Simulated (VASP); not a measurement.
Wanted: an ASE script for a VASP 6.6.1 run.

```
Task                   : single point
Functional             : optB86b-vdW
Potentials or basis    : VASP PAW PBE potentials, release 64 (As_GW)
Cutoff                 : 600 eV
k mesh                 : 10 × 10 × 10
Occupations            : gaussian, width 0.05 eV
Spin                   : no spin polarisation
Further INCAR settings : ALGO = Normal; EDIFF = 1.00e-06; NBANDS = 8
```

The structure of As lies in As.cif:

```cif
data_As
_cell_length_a 2.50987580
_cell_length_b 2.50987580
_cell_length_c 2.50987580
_cell_angle_alpha 90.00000000
_cell_angle_beta 90.00000000
_cell_angle_gamma 90.00000000
_space_group_name_H-M_alt 'P1'
_space_group_name_Hall 'P 1'
_space_group_IT_number 1
loop_
_space_group_symop_operation_xyz
'x,y,z'
loop_
_atom_site_label
_atom_site_type_symbol
_atom_site_symmetry_multiplicity
_atom_site_Wyckoff_symbol
_atom_site_fract_x
_atom_site_fract_y
_atom_site_fract_z
_atom_site_occupancy
As1 As 1 a 0.5000000000 0.5000000000 0.5000000000 1
```

This isn't the form of As at room conditions, which is rhombohedral.

The cell isn't the ideal one: volume scaled by 0.8.

The input as run:

run.py

```python
from ase.calculators.vasp import Vasp
from ase.dft.bandgap import bandgap
from ase.io import read

atoms = read('As.cif')
calc = Vasp(
    directory='calc',
    xc='optb86b-vdw',
    pp='PBE',
    setups='gw',
    prec='Accurate',
    encut=600,
    ediff=1e-06,
    ismear=0,
    sigma=0.05,
    lreal=False,
    lasph=True,
    nelm=80,
    algo='Normal',
    isif=2,
    lwave=False,
    lcharg=False,
    kpts=[10, 10, 10],
    gamma=True,
    nbands=8,
)
atoms.calc = calc

print('energy (eV):', atoms.get_potential_energy())
print('free energy (eV):', atoms.get_potential_energy(force_consistent=True))
print('forces (eV/A):')
print(atoms.get_forces())
print('stress (eV/A^3, Voigt):', atoms.get_stress())
print('Fermi level (eV):', calc.get_fermi_level())
gap, top, bottom = bandgap(calc)
print('band gap (eV):', gap, 'from (spin, k, band)', top, 'to', bottom)
```

Potentials or basis: VASP PAW PBE potentials, release 64 (As_GW).

Launch:

```console
$ python run.py
```

Results of the run:

| Quantity | Value |
| --- | --- |
| Pressure | 34.4 GPa |
| Band gap on the k mesh | none (metal or under the smearing width) |

Caveat: the PAW data sets were made with another functional, which shifts forces and pressure a little.

Run time: 10 s on 1 thread of AMD EPYC 9R45 96-Core Processor (Zen 5), on a shared host, peak memory 0.2 GiB.
